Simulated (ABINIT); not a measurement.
Input of an ABINIT 10.8.3 (patched build) run:

Contents of run.abi:

```
ndtset 7
getwfk -1
scalecart1 3*0.9795861087
scalecart2 3*0.9864848297
scalecart3 3*0.9932883884
scalecart4 3*1.0000000000
scalecart5 3*1.0066227096
scalecart6 3*1.0131594038
scalecart7 3*1.0196128224

pp_dirpath "./"
pseudos "S.upf, Mg.upf"

acell 3*1.0
rprim
     0.0000000000     4.9164059721     4.9164059721
     4.9164059721     0.0000000000     4.9164059721
     4.9164059721     4.9164059721     0.0000000000
ntypat 2
znucl 16 12
natom 2
typat 1 2
xred
     0.5000000000     0.5000000000     0.5000000000
     0.0000000000     0.0000000000     0.0000000000

ecut 42.0

kptopt 1
ngkpt 9 9 9
nshiftk 1
shiftk 0.0 0.0 0.0

ixc -116133

nband 12
occopt 3
tsmear 0.00183747

nstep 100
tolvrs 1.0e-10

iomode 3
prtwf 1
prtden 0
prteig 0
prtebands 0
enunit 1
```

Potentials or basis: PseudoDojo NC SR PBEsol v0.4.1 standard.

Launch:

```console
$ abinit run.abi > log 2>&1
```

Estimate the pressure derivative of the bulk modulus.

4.0.

What does it give for the bulk modulus?

78 GPa.

Energy against volume, from the lowest point:
| volume (Å³/atom) | energy (meV/atom) |
| --- | --- |
| 16.553 | 10.79 |
| 16.905 | 3.40 |
| 17.257 | 0.00 |
| 17.609 | 0.23 |
| 17.962 | 3.74 |
| 18.314 | 10.20 |
| 18.666 | 19.34 |

Caveat: pressures at fixed basis lie under the slope of the energies.
